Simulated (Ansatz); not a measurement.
# GaS: band edges up the ladder, part 2 of 2

Aim: the gap, band edges and levels at named points of GaS.

Ansatz 0.2.0; DFT PBE+D3(BJ), scalar-relativistic, plane waves, PAW. Earlier steps stand in the parts before. Steps at another level of theory say so in their titles or inputs.

**4. The run at HSE06**

input.yaml

```yaml
crystal:
  lattice:
    - [3.5900774645, 0.0, 0.0]
    - [-1.7950387323, 3.1090982859, 0.0]
    - [0.0, 0.0, 15.4502755213]
  atoms:
    - { symbol: Ga, position: [0.3333333333, 0.6666666667, 0.1707810935] }
    - { symbol: Ga, position: [0.6666666667, 0.3333333333, 0.6707810935] }
    - { symbol: Ga, position: [0.3333333333, 0.6666666667, 0.3292189065] }
    - { symbol: Ga, position: [0.6666666667, 0.3333333333, 0.8292189065] }
    - { symbol: S, position: [0.3333333333, 0.6666666667, 0.6003449037] }
    - { symbol: S, position: [0.6666666667, 0.3333333333, 0.1003449037] }
    - { symbol: S, position: [0.3333333333, 0.6666666667, 0.8996550963] }
    - { symbol: S, position: [0.6666666667, 0.3333333333, 0.3996550963] }
basis:
  ecutwfc: 420
kpoints:
  mp_grid: { grid: [6, 6, 1] }
  band_path:
    path:
      - [0.0, 0.0, 0.0]
      - [0.5, 0.0, 0.0]
      - [0.3333333333, 0.3333333333, 0.0]
      - [0.0, 0.0, 0.5]
      - [0.5, 0.0, 0.5]
      - [0.3333333333, 0.3333333333, 0.5]
      - [0.0, 0.5, 0.0]
    npoints: 1
hamiltonian:
  xc: hse06
scf:
  occupations: { method: fixed }
  n_extra_bands: 7
output:
  eigenvalues: true
```

On the command line:

```bash
$ ansatz run input.yaml --threads 4 --pin off --max-ram 10240MiB --backend cpu --events-out ev --progress --plain --runs-dir out
```

Output:

```text
Warning: RAYON_NUM_THREADS=4 ignored (pool sized by the plan → 4); use --threads N
scf.n_extra_bands = 7 over 38 filled bands (N_el = 76.0): the run solves 45 bands
Engine: ansatz 0.2.0, aarch64-unknown-linux-gnu
Pseudopotentials: kind: paw
Pseudopotential: Ga, paw, valence charge 13, recommended cutoff 420 eV (normal), Ga.paw.azcp
Pseudopotential: S, paw, valence charge 6, recommended cutoff 420 eV (normal), S.paw.azcp
Functional definition: HSE06
  parameter a = 0.25
  parameter omega = 0.11/bohr
  exchange = pbe_x - a*pbe_x_sr(omega) + a*exact_x_sr(omega)
  correlation = pbe_c
davidson cushion auto → on  (no smearing: the cushion is to keep the highest requested band from converging to the state above it; pin scf.eigensolver.cushion to override)
Crystal: 8 atoms, lattice volume = 172.454 Å³
Basis set: ecut = 420 eV, 3345 PW (Γ)
Bands: 45, of which v1, the nominal top of the filled ones, is band 38 counted from 1 (37 counted from 0)
Symmetry: 24 space group operations
Space group: P63/mmc (ITA 194), of the structure as read, at distance tolerance 5.6e-5 Å
k-points: 7 of 36
Non-local potential: Ga, projectors of the file, l = 0: 2, l = 1: 2, l = 2: 3, l = 3: 1
Non-local potential: S, projectors of the file, l = 0: 2, l = 1: 2, l = 2: 2
PAW form: soft (Blöchl's): semilocal exchange-correlation on the pseudo side does not see the compensation charge
PAW frozen core: Ga, regenerated for the run's functional, and the local potential with it (the file was generated under x = pbe(κ = 0.804, μ = 0.2195149727645171), c = pbe(β = 0.06672455060314922))
PAW frozen core: S, regenerated for the run's functional, and the local potential with it (the file was generated under x = pbe(κ = 0.804, μ = 0.2195149727645171), c = pbe(β = 0.06672455060314922))
PAW one-centre angular grid: Ga, 590 points (default); XC on 64 Gauss nodes
PAW one-centre angular grid: S, 110 points (default); XC on 64 Gauss nodes
Initial density: superposition of atomic densities (neutral atoms: chi_scale 0, normalization atom), corrected by the library's trained network
Initial wavefunctions: pseudopotential atomic-orbital guess
Functional: x = pbe(κ = 0.804, μ = 0.2195149727645171), c = pbe(β = 0.06672455060314922), warm-up for x = pbe(κ = 0.804, μ = 0.2195149727645171) + 0.25 (exact − pbe) at short range (hse, ω = 0.20786987370883472 Å⁻¹), c = pbe(β = 0.06672455060314922); HSE06 as pw.x's `hse` composes it (authors' and Libxc's form: `xc: wpbeh`)
SCF iter   1: F=—  HF=-18745.441398 eV  |F-HF|=—  |Δ(HF+E_count)|=         —  Δρ=1.47e-3  dr2=3.73e-3  ethr=1.77e-3  ⟨swp⟩=11.1  Hψ=1530  notcnv=0
preconditioner: auto → none  [insulator: Δε(μ)=1.544 eV  Ē_g=13.974 eV  n_scr=52 (ndim 8)  ℏωp=24.7 eV  f_vac=0.035]
SCF iter   2: F=—  HF=-18745.445748 eV  |F-HF|=—  |Δ(HF+E_count)|=   4.35e-3  Δρ=7.65e-4  dr2=9.13e-4  ethr=4.90e-6  ⟨swp⟩=5.6  Hψ=1293  notcnv=0  defer=2
SCF iter   3: F=-18745.445848 eV  HF=-18745.445749 eV  |F-HF|=9.95e-5  |Δ(HF+E_count)|=   1.64e-7  Δρ=3.29e-4  dr2=1.73e-4  ethr=1.20e-6  ⟨swp⟩=3.3  Hψ=828  notcnv=0  defer=2
SCF 1 stopped early in 3 iterations: F = -18745.445848 eV  dr2 = 1.73e-4
Initial density: handed on by an earlier stage of this run
Initial wavefunctions: those handed on with the density
Functional: x = pbe(κ = 0.804, μ = 0.2195149727645171) + 0.25 (exact − pbe) at short range (hse, ω = 0.20786987370883472 Å⁻¹), c = pbe(β = 0.06672455060314922); HSE06 as pw.x's `hse` composes it (authors' and Libxc's form: `xc: wpbeh`)
Exchange kernel: α = 0.2500, screened, ω = 0.2079 Å⁻¹, Wigner–Seitz truncation, v(0) = 1041.0067 eV·Å³, q-mesh 6×6×1, nearest image of the exchange supercell L = 15.45 Å, pair-density grid 18×18×72, without the augmentation charges, whose exchange is taken in its separable form by FFT convolution over the k-point mesh (sized by the pseudopotential files, 24×24×108 at the most), smooth part of the exact exchange by density-matrix convolution
Frozen-core exchange: fock
SCF iter   1: F=—  HF=-18749.865117 eV  |F-HF|=—  |Δ(HF+E_count)|=         —  Δρ=1.26e-2  dr2=1.23e-1  ethr=2.27e-6  ⟨swp⟩=7.3  Hψ=1697  notcnv=0
preconditioner: auto → none  [insulator: Δε(μ)=2.261 eV  Ē_g=16.662 eV  n_scr=52 (ndim 8)  ℏωp=24.7 eV  f_vac=0.035]
SCF iter   2: F=—  HF=-18749.806594 eV  |F-HF|=—  |Δ(HF+E_count)|=   5.85e-2  Δρ=2.63e-3  dr2=1.30e-2  ethr=2.27e-6  ⟨swp⟩=4.9  Hψ=1342  notcnv=0
SCF iter   3: F=—  HF=-18749.837412 eV  |F-HF|=—  |Δ(HF+E_count)|=   3.08e-2  Δρ=3.10e-3  dr2=8.34e-3  ethr=2.27e-6  ⟨swp⟩=4.6  Hψ=1299  notcnv=0
SCF iter   4: F=—  HF=-18749.836420 eV  |F-HF|=—  |Δ(HF+E_count)|=   9.92e-4  Δρ=1.13e-3  dr2=1.67e-3  ethr=2.27e-6  ⟨swp⟩=4.0  Hψ=988  notcnv=0
SCF iter   5: F=—  HF=-18749.836517 eV  |F-HF|=—  |Δ(HF+E_count)|=   9.65e-5  Δρ=5.44e-4  dr2=1.48e-3  ethr=1.74e-6  ⟨swp⟩=4.0  Hψ=831  notcnv=0
iter 6 solved again at ethr=4.63e-9 eV; its pass at ethr=1.49e-6 eV (dr2=3.52e-6 eV) is discarded
SCF iter   6: F=—  HF=-18749.836286 eV  |F-HF|=—  |Δ(HF+E_count)|=   2.31e-4  Δρ=5.35e-5  dr2=1.32e-4  ethr=4.63e-9  ⟨swp⟩=5.0  Hψ=2029  notcnv=0
SCF iter   7: F=—  HF=-18749.837356 eV  |F-HF|=—  |Δ(HF+E_count)|=   1.07e-3  Δρ=2.77e-4  dr2=1.86e-4  ethr=4.63e-9  ⟨swp⟩=6.4  Hψ=1461  notcnv=0
SCF iter   8: F=-18749.837294 eV  HF=-18749.837294 eV  |F-HF|=2.24e-7  |Δ(HF+E_count)|=   6.19e-5  Δρ=1.88e-5  dr2=3.17e-6  ethr=4.63e-9  ⟨swp⟩=4.9  Hψ=1311  notcnv=0
SCF 2 stopped early in 8 iterations: F = -18749.837294 eV  dr2 = 3.17e-6
hybrid outer 1: dexx = +3.702e-2 eV, tail = 1.11e-4 eV
Exchange kernel: α = 0.2500, screened, ω = 0.2079 Å⁻¹, Wigner–Seitz truncation, v(0) = 1041.0067 eV·Å³, q-mesh 6×6×1, nearest image of the exchange supercell L = 15.45 Å, pair-density grid 18×18×72, without the augmentation charges, whose exchange is taken in its separable form by FFT convolution over the k-point mesh (sized by the pseudopotential files, 24×24×108 at the most), smooth part of the exact exchange by density-matrix convolution
Frozen-core exchange: fock
SCF iter   1: F=—  HF=-18749.836541 eV  |F-HF|=—  |Δ(HF+E_count)|=         —  Δρ=4.20e-5  dr2=7.15e-6  ethr=7.31e-7  ⟨swp⟩=3.0  Hψ=742  notcnv=0
preconditioner: auto → none  [insulator: Δε(μ)=2.257 eV  Ē_g=16.502 eV  n_scr=52 (ndim 8)  ℏωp=24.7 eV  f_vac=0.035]
iter 2 solved again at ethr=3.40e-10 eV; its pass at ethr=7.55e-9 eV (dr2=2.59e-7 eV) is discarded
SCF iter   2: F=—  HF=-18749.836542 eV  |F-HF|=—  |Δ(HF+E_count)|=   8.79e-7  Δρ=1.66e-5  dr2=6.06e-7  ethr=3.40e-10  ⟨swp⟩=2.3  Hψ=1828  notcnv=0
SCF iter   3: F=—  HF=-18749.836545 eV  |F-HF|=—  |Δ(HF+E_count)|=   2.34e-6  Δρ=8.39e-6  dr2=2.06e-7  ethr=3.40e-10  ⟨swp⟩=4.9  Hψ=1103  notcnv=0
SCF iter   4: F=-18749.836544 eV  HF=-18749.836545 eV  |F-HF|=3.40e-8  |Δ(HF+E_count)|=   3.72e-8  Δρ=2.12e-6  dr2=1.19e-8  ethr=2.44e-10  ⟨swp⟩=3.0  Hψ=787  notcnv=0
SCF 3 converged in 4 iterations: F = -18749.836544 eV  dr2 = 1.19e-8
hybrid outer 2: dexx = +2.561e-6 eV, tail = 1.72e-7 eV, Δε = 2.55e-3 eV (about 1.18e-4 eV left of the loop's levels)
the search or the solves at the SCF's close seem to have found levels that the self-consistency loop had missed (the run counts 1). By its estimate they hold under 1e-12 electrons; where the run keeps them, the occupations were computed again with them
NSCF: frozen V_eff on 7 k-points
hybrid SCF converged: 2 outer / 12 inner (+3 warm-up), last move |dexx| = 2.56e-6 eV, tail = 1.72e-7 eV
Stability not checked: this state was not tested for a lower state beside it, because the functional holds exact exchange (a hybrid, or Hartree-Fock), whose exchange loop this test does not read (fock_operator; see scf.lower_state_search)
Free energy (F): -18749.836544 eV
Frozen-core exchange: fock
Harris-Foulkes:  -18749.836544 eV  (|F-HF|=3.40e-8)
Internal energy: -18749.836544 eV  (E = F + TS)
E sigma→0 (E₀):  -18749.836544 eV
Fermi energy:    5.849366 eV
--- Per-component energies (eV) ---
  E_band       = -475.514454
  E_kinetic    = 884.364185
  E_local      = -10036.569569  (includes V_loc(G=0)·N_el)
  E_nonlocal   = 1820.628357
  E_hartree    = 4644.314939
  E_xc         = -532.520605
  E_vxc        = -465.086725  (∫ρ·V_xc dr)
  E_exx        = -237.643207  (= α·E_x^exact, valence–valence)
  E_paw        = -10262.916603  (= ΣΔE_a)
  E_vpaw       = -1492.192479  (= ΣTr[D̂ρ^β])
  E_aug_tail   = -0.000461  (compensation charges beyond the density's cutoff)
  E_ewald      = -5029.569171
  E_core_change = 0.075590  (= ΣΔE_core)
  E_smearing   = -0.000000  (= −TS)
  E_closure    = -0.000000  (closes the sum)
  Σ components = -18749.836544   (vs F -18749.836544, Δ=0.00e0)
--- Band table (eV; the first three rows and the last of 7) ---
  k-point 0: bands = ["-11.6601", "-11.6600", "-11.5620", "-11.5620", "-11.5618", "-11.5618", "-11.5090", "-11.5090", "-11.5090", "-11.5090", "-11.4733", "-11.4733", "-11.4733", "-11.4733", "-11.3187", "-11.3187", "-11.3186", "-11.3186", "-11.3117", "-11.3102", "-9.7924", "-9.5715", "-9.5474", "-9.2980", "-1.7901", "-1.2782", "0.8113", "2.1434", "4.0865", "4.0865", "4.1899", "4.1899", "4.2046", "4.2046", "4.3122", "4.3122", "4.3258", "5.8494", "8.4999", "9.1938", "9.6673", "9.8888", "11.4785", "11.4785", "11.6034"]
  k-point 1: bands = ["-11.6684", "-11.6678", "-11.5984", "-11.5960", "-11.5636", "-11.5608", "-11.5537", "-11.5535", "-11.4940", "-11.4939", "-11.4807", "-11.4806", "-11.4676", "-11.4676", "-11.3500", "-11.3487", "-11.3208", "-11.3207", "-11.2612", "-11.2610", "-9.4360", "-9.2260", "-9.2104", "-8.9744", "-1.5208", "-1.1365", "1.0102", "1.5863", "2.4182", "2.6063", "2.6489", "3.3111", "3.6477", "3.7908", "3.7954", "3.9477", "4.7045", "5.6108", "9.6407", "9.8353", "9.9235", "10.1445", "11.3900", "11.6264", "11.8942"]
  k-point 2: bands = ["-11.7251", "-11.7224", "-11.6453", "-11.6416", "-11.6113", "-11.6100", "-11.5442", "-11.5439", "-11.4941", "-11.4939", "-11.4635", "-11.4634", "-11.4487", "-11.4487", "-11.3684", "-11.3676", "-11.3249", "-11.3247", "-11.2154", "-11.2153", "-8.5725", "-8.4001", "-8.3995", "-8.2119", "-1.5876", "-1.4768", "-0.4296", "-0.1957", "0.9014", "1.6099", "2.0989", "2.9452", "3.1149", "3.1425", "3.2749", "3.3282", "4.5661", "4.6534", "8.4120", "8.9843", "9.1232", "9.5497", "10.9555", "11.2536", "11.5169"]
  k-point 6: bands = ["-11.7486", "-11.7486", "-11.6784", "-11.6784", "-11.6066", "-11.6066", "-11.5609", "-11.5605", "-11.4782", "-11.4782", "-11.4596", "-11.4595", "-11.4577", "-11.4577", "-11.3512", "-11.3507", "-11.3483", "-11.3483", "-11.1941", "-11.1941", "-7.6419", "-7.6419", "-7.5443", "-7.5443", "-2.0280", "-2.0280", "-1.0676", "-1.0676", "0.4565", "0.6665", "0.8365", "1.0918", "2.4957", "2.4957", "3.2416", "3.2416", "3.7411", "3.7411", "8.2711", "8.8140", "10.1568", "10.1568", "10.9419", "10.9419", "11.2449"]
```

Wall time 55 s (4 threads of Arm Neoverse V2, shared host); peak memory 2 GiB.

Levels at named points, in eV from the top of the last band filled by count:

```tsv
point	band 36	band 37	band 38	band 39	band 40	band 41
Γ	-1.54	-1.52	0.00	2.65	3.34	3.82
M	-2.60	-2.34	-1.77	2.26	2.66	2.79
K	-2.61	-2.11	-2.11	2.42	2.96	4.31
A	-1.57	-0.73	-0.73	3.07	3.07	3.91
L	-2.82	-2.05	-2.05	2.50	2.50	3.02
H	-2.79	-1.99	-1.99	2.66	2.66	4.14
bottom*	-2.60	-2.34	-1.77	2.26	2.66	2.79
```

* Points where the relaxation's level has its edges, typed into the path; another level's edges can lie beside them.

**5. The ladder**

```tsv
level	k mesh	gap (eV)	least direct gap (eV)	top at	bottom at	CPU time (s)
PBE+D3(BJ) on the hybrid's mesh	6×6×1	1.56	1.65	Γ	M	4.7
HSE06	6×6×1	2.26	2.65	Γ	M	200
```

Gaps are by band count over the mesh and the named points; a gap of 0 means that the bands overlap or touch.

**6. Results**

What follows sums up all 2 parts.

```
  quantity              value
gap, HSE06  2.26 eV, indirect
```

**Reading.** At HSE06 the gap is 2.26 eV, from Γ to M. Measured gap of GaS: 2.59 eV (indirect; 77 K; quoted in “Vapor-liquid-solid growth of highly-mismatched semiconductor nanowires with high-fidelity van der Waals layer stacking”, 2022, arxiv:2211.03366). This calculation gives 2.26 eV (-0.33 eV). 3 values of this kind are on record (2.53 to 2.59 eV); this one was drawn at random among those near their median. That is HSE06, the nearest rung, at the geometry relaxed with PBE+D3(BJ), without temperature or excitons.
